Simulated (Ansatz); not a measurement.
Input and command of a calculation in Ansatz (plane waves; scalar-relativistic PAW potentials unless the input names others):

```yaml
crystal:
  lattice:
    - [2.5689694241, 0.0, 0.0]
    - [-1.2844847121, 2.2247927828, 0.0]
    - [0.0, 0.0, 6.2768252497]
  atoms:
    - { symbol: Cu, position: [0.0, 0.0, 0.0] }
    - { symbol: Cu, position: [0.3333333333, 0.6666666667, 0.3333333333] }
    - { symbol: Cu, position: [0.6666666667, 0.3333333333, 0.6666666667] }
basis:
  ecutwfc: 420
kpoints:
  mp_grid: { grid: [18, 18, 7] }
hamiltonian:
  xc: pbe
  hubbard: { sites: [{ species: Cu, l: d, u_eff: 40.0 }] }
scf:
  occupations: { method: gaussian, width: 0.1 }
  max_iter: 75
output:
  forces: true
  eigenvalues: true
  stress: true
```

```bash
ansatz run input.yaml --threads 1 --pin off --max-ram 2560MiB --backend cpu --events-out ev --progress --plain --runs-dir out
```

Abridged log:
```
Basis set: ecut = 420 eV, 723 PW (Γ), exchange–correlation on 36×36×90 points (8 copies of the dense FFT grid, shifted against one another)
Bands: 35, of which v1, the nominal top of the filled ones, is band 29 counted from 1 (28 counted from 0)
Symmetry: 36 space group operations
k-points: 229 of 2268
SCF iter   1: F=—  HF=-19871.645348 eV  |F-HF|=—  |Δ(HF+E_count)|=         —  Δρ=2.29e-2  dr2=1.58e-1  ethr=2.79e-4  ⟨swp⟩=1.4  Hψ=35631  notcnv=0
SCF iter   2: F=—  HF=-19871.597488 eV  |F-HF|=—  |Δ(HF+E_count)|=   4.79e-2  Δρ=1.22e-2  dr2=4.91e-2  ethr=2.77e-4  ⟨swp⟩=2.0  Hψ=9275  notcnv=0
SCF iter   3: F=—  HF=-19871.576736 eV  |F-HF|=—  |Δ(HF+E_count)|=   2.08e-2  Δρ=4.22e-3  dr2=5.78e-3  ethr=8.61e-5  ⟨swp⟩=2.0  Hψ=12879  notcnv=0
SCF iter   4: F=—  HF=-19871.574140 eV  |F-HF|=—  |Δ(HF+E_count)|=   2.60e-3  Δρ=2.74e-3  dr2=8.69e-4  ethr=1.01e-5  ⟨swp⟩=2.0  Hψ=13710  notcnv=0
SCF iter   5: F=—  HF=-19871.575158 eV  |F-HF|=—  |Δ(HF+E_count)|=   1.02e-3  Δρ=4.17e-4  dr2=3.31e-5  ethr=1.53e-6  ⟨swp⟩=2.0  Hψ=11927  notcnv=0
SCF iter   6: F=—  HF=-19871.575163 eV  |F-HF|=—  |Δ(HF+E_count)|=   4.72e-6  Δρ=8.47e-5  dr2=2.11e-6  ethr=5.81e-8  ⟨swp⟩=1.8  Hψ=8578  notcnv=0
SCF iter   7: F=—  HF=-19871.575163 eV  |F-HF|=—  |Δ(HF+E_count)|=   5.18e-7  Δρ=1.98e-5  dr2=1.02e-7  ethr=3.69e-9  ⟨swp⟩=1.0  Hψ=8141  notcnv=0
SCF iter   8: F=-19871.575163 eV  HF=-19871.575163 eV  |F-HF|=7.02e-10  |Δ(HF+E_count)|=   3.71e-8  Δρ=3.61e-6  dr2=3.03e-9  ethr=1.75e-10  ⟨swp⟩=4.2  Hψ=25523  notcnv=0
SCF 1 converged in 8 iterations: F = -19871.575163 eV  dr2 = 3.03e-9
SCF converged after 8 iterations
Free energy (F): -19871.575163 eV
Harris-Foulkes:  -19871.575163 eV  (|F-HF|=7.02e-10)
Internal energy: -19871.572187 eV  (E = F + TS)
E sigma→0 (E₀):  -19871.573675 eV
Entropy (-TS):   -0.002976 eV (-0.992 meV/atom)
Fermi energy:    15.606310 eV
--- Forces (eV/Å), atoms counted from 1 ---
  atom   1  Cu     0.00000000     0.00000000     0.00000000
  atom   2  Cu     0.00000000     0.00000000     0.00000000
  atom   3  Cu     0.00000000     0.00000000     0.00000000
--- Stress (GPa, compression-positive) ---
       15.724533       0.000000       0.000000
        0.000000      15.724533       0.000000
        0.000000       0.000000      16.195915
  P = ⅓ Tr σ = 15.8817 GPa (158.817 kbar)
Occupation matrices written to <dir>
```

**Question.** What is wrong with this input?

**Answer.** The fault is an enormous or negative U (hamiltonian.hubbard: not typed → {"sites": [{"species": "Cu", "l": "d", "u_eff": 40.0}]}, the first being the value of the sound run). Setting it back cures it. The run converged all the same, with an energy at zero smearing 1.3 eV/atom above the reference's (the Hamiltonian itself differs), pressure 15.88 GPa, largest force 0.000 eV/Å, no gap on the mesh, so convergence alone doesn't show that an input is right. A reference run on usual settings, whose relaxation ended at this geometry, converged, and the end of its own relaxation has pressure 0.00 GPa, largest force 0.000 eV/Å, no gap on the mesh.

Time: 56 s on 1 thread of Intel(R) Xeon(R) Processor @ 2.50GHz (Skylake/Cascade Lake), with other jobs on the host, peak memory 0.63 GiB.